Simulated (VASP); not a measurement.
The system is AlRu.

```xyz
2
Lattice="2.9916 0.0000 0.0000 0.0000 2.9916 0.0000 0.0000 0.0000 2.9916" Properties=species:S:1:pos:R:3 pbc="T T T"
Ru    1.4958    1.4958    1.4958
Al    0.0000    0.0000    0.0000
```

Base run:

- Program: VASP 6.6.1
- Functional: LAK
- Potentials or basis: VASP PAW PBE potentials, release 64 (Ru_pv, Al)
- Cutoff: 520 eV
- k mesh: 9 × 9 × 9
- Occupations: fermi-dirac, width 0.05 eV
- Spin: no spin polarisation

Its results: pressure 3.0 GPa.

Task: After a change of settings the same cell gave: pressure 5.0 GPa. Which change was it?
A. functional from LAK to revPBE
B. functional from LAK to r2SCAN; further incar settings from ALGO = Normal; EDIFF = 1e-07 to ALGO = Normal; EDIFF = 1e-06
C. functional from LAK to rSCAN; further incar settings from ALGO = Normal; EDIFF = 1e-07 to ALGO = Normal; EDIFF = 1e-06

Result: A.

Caveats: the PAW data sets were made with another functional, which shifts forces and pressure a little.

Not every run made on this cell is shown here.
